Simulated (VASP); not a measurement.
# TiO2 (P4_2/mnm) in VASP: further runs

The runs below take TiO2 through relaxation of cell and atoms, single point, with revPBE+D3(BJ), revPBE+D4, PBE.

Everything below comes from runs of VASP 6.6.1. Logs are shortened: lines on timing, memory, paths and dates and some standing lists are left out, and cuts for length are marked.

### 1 The structure

It takes space group P4_2/mnm (No. 136, tetragonal). Conventional cell: a = 4.600 Å, b = 4.600 Å, c = 2.959 Å, α = 90.00°, β = 90.00°, γ = 90.00°. Ti (site symmetry mmm) has 6 O at 1.95 to 1.98 Å as nearest neighbours. O (site symmetry m2m) has 3 Ti at 1.95 to 1.98 Å as nearest neighbours.

The cell is a database's computed one.

### 2 Relaxation of cell and atoms, revPBE+D3(BJ)

INCAR reads:

```
PREC = Accurate
ENCUT = 600
EDIFF = 1E-6
ISMEAR = -1
SIGMA = 0.05
LREAL = F
LASPH = T
NELM = 80
ALGO = Normal
ISIF = 3
LWAVE = F
LCHARG = F
GGA = RE
IVDW = 12
IBRION = 2
NSW = 60
EDIFFG = -0.005
```

KPOINTS reads:

```
Automatic mesh
0
Gamma
  6 6 9
```

POSCAR reads:

```
TiO2
1.0
    4.5998373239      0.0000000000      0.0000000000
    0.0000000000      4.5998373239      0.0000000000
    0.0000000000      0.0000000000      2.9592135600
Ti O
2 4
Direct
    0.0000000000      0.0000000000      0.5000000000
    0.5000000000      0.5000000000      0.0000000000
    0.3043213200      0.3043213200      0.5000000000
    0.1956786800      0.8043213200      0.0000000000
    0.8043213200      0.1956786800      0.0000000000
    0.6956786800      0.6956786800      0.5000000000
```

Potentials or basis: VASP PAW PBE potentials, release 64 (Ti_sv, O).

The run is started by

```bash
cat potpaw_PBE.64/Ti_sv/POTCAR potpaw_PBE.64/O/POTCAR > POTCAR
mpirun -np 1 vasp_std > vasp.out
```

OUTCAR:

```text
PREC = Accurate
   ENCUT = 600
   EDIFF = 1E-6
   ISMEAR = -1
   LREAL = F
   LASPH = T
   NELM = 80
   ISIF = 3
   GGA = RE
   IVDW = 12
   IBRION = 2
   NSW = 60
   EDIFFG = -0.005
 IVDW          = 12

 ion  position               nearest neighbor table
   1  0.000  0.000  0.500-   4 1.95   5 1.95   4 1.95   5 1.95   3 1.98   6 1.98
   2  0.500  0.500  0.000-   3 1.95   6 1.95   3 1.95   6 1.95   5 1.98   4 1.98
   3  0.304  0.304  0.500-   2 1.95   2 1.95   1 1.98
   4  0.196  0.804  0.000-   1 1.95   1 1.95   2 1.98
   5  0.804  0.196  0.000-   1 1.95   1 1.95   2 1.98
   6  0.696  0.696  0.500-   2 1.95   2 1.95   1 1.98

  LATTYP: Found a simple tetragonal cell.
 ALAT       =     4.5998373239
 C/A-ratio  =     0.6433300466

  Lattice vectors:

 A1 = (   4.5998373239,   0.0000000000,   0.0000000000)
 A2 = (   0.0000000000,   4.5998373239,   0.0000000000)
 A3 = (   0.0000000000,   0.0000000000,   2.9592135600)

Analysis of symmetry for initial positions (statically):
=====================================================================
 Subroutine PRICEL returns:
 Original cell was already a primitive cell.

 Routine SETGRP: Setting up the symmetry group for a
 simple tetragonal supercell.

 Subroutine GETGRP returns: Found 16 space group operations
 (whereof  8 operations were pure point group operations)
 out of a pool of 16 trial point group operations.

The static configuration has the point symmetry D_2h.
 The point group associated with its full space group is D_4h.

Analysis of symmetry for dynamics (positions and initial velocities):
=====================================================================
 Subroutine PRICEL returns:
 Original cell was already a primitive cell.

 Routine SETGRP: Setting up the symmetry group for a
 simple tetragonal supercell.

 Subroutine GETGRP returns: Found 16 space group operations
 (whereof  8 operations were pure point group operations)
 out of a pool of 16 trial point group operations.

The dynamic configuration has the point symmetry D_2h.
 The point group associated with its full space group is D_4h.

 Subroutine INISYM returns: Found 16 space group operations
 (whereof  8 operations are pure point group operations),
 and found     1 'primitive' translations

----------------------------------------------------------------------------------------

                                     Primitive cell

  volume of cell :      62.6125

  direct lattice vectors                    reciprocal lattice vectors
     4.599837324  0.000000000  0.000000000     0.217398993  0.000000000  0.000000000
     0.000000000  4.599837324  0.000000000     0.000000000  0.217398993  0.000000000
     0.000000000  0.000000000  2.959213560     0.000000000  0.000000000  0.337927622

  length of vectors
[... 80 lines left out ...]
 SYSTEM =  unknown system
   PREC   = accura    normal or accurate (medium, high low for compatibility)
   ISTART =      0    job   : 0-new  1-cont  2-samecut
   ICHARG =      2    charge: 1-file 2-atom 10-const
   ISPIN  =      1    spin polarized calculation?
   LNONCOLLINEAR =      F non collinear calculations
   LSORBIT =      F    spin-orbit coupling
   LASPH  =      T    aspherical Exc in radial PAW
   ENCUT  =  600.0 eV  44.10 Ry    6.64 a.u.   9.19  9.19  5.91*2*pi/ulx,y,z
   NELM   =     80;   NELMIN=  2; NELMDL= -5     # of ELM steps
   EDIFF  = 0.1E-05   stopping-criterion for ELM
   LREAL  =      F    real-space projection
   EDIFFG = -.5E-02   stopping-criterion for IOM
   NSW    =     60    number of steps for IOM
   IBRION =      2    ionic relax: 0-MD 1-quasi-New 2-CG
   NFREE  =      1    steps in history (QN), initial steepest desc. (CG)
   ISIF   =      3    stress and relaxation
   ISYM   =      2    0-nonsym 1-usesym 2-fastsym
   POTIM  = 0.5000    time-step for ionic-motion
   TEBEG  =    0.0;   TEEND  =   0.0 temperature during run
   PSTRESS=    0.0 pullay stress
   NELECT =      48.0000    total number of electrons
   NUPDOWN=      -1.0000    fix difference up-down
   EMIN   =  10.00;   EMAX   =-10.00  energy-range for DOS
   EFERMI =   0.00;   METHOD = LEGACY
   ISMEAR =    -1;   SIGMA  =   0.05  broadening in eV -4-tet -1-fermi 0-gaus
   EFERMI_NEDOS =   21; number of points for ismear=-14 and -15
   IALGO  =     38    algorithm
   IMIX   =      4    mixing-type and parameters
     AMIX     =   0.40;   BMIX     =  1.00
     AMIX_MAG =   1.60;   BMIX_MAG =  1.00
  volume/ion in A,a.u.               =      10.44        70.42
  Fermi-wavevector in a.u.,A,eV,Ry     =   1.498309  2.831394 30.544140  2.244931
  Thomas-Fermi vector in A             =   2.610085
   LORBIT       =      0    0 simple, 1 ext, 2 COOP (PROOUT), +10 PAW based schemes
   GGA     = RE    functional components
   LHFCALC =     F    Hartree Fock is set to
   AEXX    =    0.0000 exact exchange contribution
   IVDW    =    12    specifies the selected vdW correction
   LEPSILON=     F    determine dielectric tensor
   LRPA    =     F    only Hartree local field effects (RPA)
 conjugate gradient relaxation of ions
 non-spin polarized calculation
  energy-cutoff  :      600.00
  volume of cell :       62.61
 maximum number of plane-waves:      2112
 NGX is ok and might be reduce to    40
   NGX = 19   NGY = 19   NGZ = 11

--------------------------------------- Ionic step        1  -------------------------------------------

 number of electron      47.9999988 magnetization

 Free energy of the ion-electron system (eV)
  ---------------------------------------------------
  ext. energy  EPLUGINS =         0.00000000
  ---------------------------------------------------
  free energy    TOTEN  =       -51.47945749 eV

  energy without entropy =      -51.47945749  energy(sigma->0) =      -51.47945749

------------------------ aborting loop because EDIFF is reached ----------------------------------------

 Edisp (eV)   -2.89405

 E8    (eV) :    -1.9260
[... 123 lines left out ...]
--------------------------------------- Ionic step        4  -------------------------------------------

 number of electron      47.9999987 magnetization

 Free energy of the ion-electron system (eV)
  ---------------------------------------------------
  ext. energy  EPLUGINS =         0.00000000
  ---------------------------------------------------
  free energy    TOTEN  =       -51.48547667 eV

  energy without entropy =      -51.48547667  energy(sigma->0) =      -51.48547667

 E-fermi :   5.8091     XC(G=0): -11.1926

 val. band max:        4.9177096217   @ k =   0.0000   0.0000   0.0000
 cond. band min:       6.7679408297   @ k =   0.0000   0.0000   0.0000
 fundamental gap:      1.8502312081
 Fermi energy:         5.8091145070

 k-point     1 :       0.0000    0.0000    0.0000
  band No.  band energies     occupation
      1     -52.1432      2.00000
      2     -52.1268      2.00000
      3     -28.3935      2.00000
      4     -28.3935      2.00000
      5     -28.2327      2.00000
      6     -28.2327      2.00000
[... 733 lines left out ...]
     27       8.0474      0.00000
     28       8.0474      0.00000

 [... further k-points ...]

------------------------ aborting loop because EDIFF is reached ----------------------------------------

 Edisp (eV)   -2.88849

 E8    (eV) :    -1.9223
[... 29 lines left out ...]
  FREE ENERGIE OF THE ION-ELECTRON SYSTEM (eV)
  ---------------------------------------------------
  free  energy   TOTEN  =       -54.3739667707 eV

  energy  without entropy=      -54.3739667702  energy(sigma->0) =      -54.37396677

 reached required accuracy - stopping structural energy minimisation
```

CONTCAR:

```text
TiO2
   1.00000000000000
     4.6043255852117229   -0.0000000000000000    0.0000000000000000
    -0.0000000000000000    4.6043255852117229    0.0000000000000000
     0.0000000000000000    0.0000000000000000    2.9589498429472831
  Ti              O
     2     4
Direct
     0.0000000000000000    0.0000000000000000    0.5000000000000000
     0.5000000000000000    0.5000000000000000    1.0000000000000000
     0.3039725098700253    0.3039725098700253    0.5000000000000000
     0.1960274901299747    0.8039725098700253    1.0000000000000000
     0.8039725098700253    0.1960274901299747    1.0000000000000000
     0.6960274901299747    0.6960274901299747    0.5000000000000000

  0.00000000E+00  0.00000000E+00  0.00000000E+00
  0.00000000E+00  0.00000000E+00  0.00000000E+00
  0.00000000E+00  0.00000000E+00  0.00000000E+00
  0.00000000E+00  0.00000000E+00  0.00000000E+00
  0.00000000E+00  0.00000000E+00  0.00000000E+00
  0.00000000E+00  0.00000000E+00  0.00000000E+00
```

Wall time 4 min (1 thread of Intel Xeon Platinum 8259CL at 2.50GHz (Skylake/Cascade Lake), shared host); peak memory 0.26 GiB.

Results:

```
Free energy                            : -54.3740 eV
Relaxed volume                         : 10.45 Å³/atom
Relaxed cell                           : a = 4.604 Å, b = 4.604 Å, c = 2.959 Å, α = 90.00°, β = 90.00°, γ = 90.00°
Space group after relaxing (to 0.05 Å) : P4_2/mnm (No. 136)
Energy gained by relaxing              : 0.1 meV/atom
Ionic steps                            : 4
Pressure after relaxing                : 0.0 GPa
Band gap on the k mesh                 : 1.85 eV, direct
Dispersion energy per atom             : -0.481 eV
```

Step by step:
```tsv
step	energy change (eV)	largest force (eV/Å)	pressure (GPa)	volume (Å³)
1	0.0000	0.0548	0.49	62.61
2	0.0000	0.0205	-0.68	62.91
3	-0.0004	0.0159	-0.11	62.76
4	-0.0005	0.0002	-0.01	62.73
```

Final structure:
```yaml
crystal:
  lattice:
    - [4.60433, 0.00000, 0.00000]
    - [0.00000, 4.60433, 0.00000]
    - [0.00000, 0.00000, 2.95895]
  atoms:
    - { symbol: Ti, position: [0.00000, 0.00000, 0.50000] }
    - { symbol: Ti, position: [0.50000, 0.50000, 0.00000] }
    - { symbol: O, position: [0.30397, 0.30397, 0.50000] }
    - { symbol: O, position: [0.19603, 0.80397, 0.00000] }
    - { symbol: O, position: [0.80397, 0.19603, 0.00000] }
    - { symbol: O, position: [0.69603, 0.69603, 0.50000] }
```

Caveat: the PAW data sets were made with another functional, which shifts forces and pressure a little; an odd mesh through Γ misses points on the zone boundary, where band edges often lie. As with any semilocal functional, this revPBE gap is likely too small.

(Part 1 of 3 ends here.)
